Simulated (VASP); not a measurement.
## From an Ansatz input to VASP: InSb (rocksalt)

Ansatz input

```yaml
crystal:
  lattice:
    - [0.0, 3.0727784948, 3.0727784948]
    - [3.0727784948, 0.0, 3.0727784948]
    - [3.0727784948, 3.0727784948, 0.0]
  atoms:
    - { symbol: In, position: [0.0, 0.0, 0.0] }
    - { symbol: Sb, position: [0.5, 0.5, 0.5] }
kpoints:
  mp_grid: { grid: [6, 6, 6] }
hamiltonian:
  xc: lda
scf:
  occupations: { method: fermi_dirac, width: 0.02 }
relax:
  f_tol: 0.005
  cell: {}
```

Task: Which VASP files do the same job?

Result: 

INCAR

```
NBANDS = 16
ISIF = 3
SIGMA = 0.02
GGA = CA
NSW = 40
LWAVE = .FALSE.
LASPH = .TRUE.
ISMEAR = -1
EDIFFG = -5E-3
EDIFF = 1E-7
LREAL = .FALSE.
ENCUT = 600
IBRION = 2
LCHARG = .FALSE.
NELM = 120
PREC = Accurate
```

KPOINTS

```
KPOINTS created by Atomic Simulation Environment
0
Gamma
6 6 6
0 0 0
```

POSCAR

```
In Sb
 1.0000000000000000
    -0.0000000000000000    3.0727784948239405    3.0727784948239405
     3.0727784948239405   -0.0000000000000000    3.0727784948239405
     3.0727784948239405    3.0727784948239405   -0.0000000000000000
 In  Sb
   1   1
Cartesian
 -0.0000000000000000 -0.0000000000000000  0.0000000000000000
  3.0727784948239401  3.0727784948239401  3.0727784948239401
```

VASP ran with the recommended LDA PAW datasets (18 valence electrons in the cell). Other inputs would serve too.

```
                                            Ansatz                   VASP
relaxed cell vector lengths  4.227, 4.227, 4.227 Å  4.231, 4.231, 4.231 Å
        relaxed cell volume               53.41 Å³               53.56 Å³
```

Each program uses its own PAW datasets. VASP's cell holds 18 valence electrons and Ansatz's 28. LDA means the Perdew–Zunger form with relativistic exchange in VASP and the Perdew–Wang form in Ansatz.
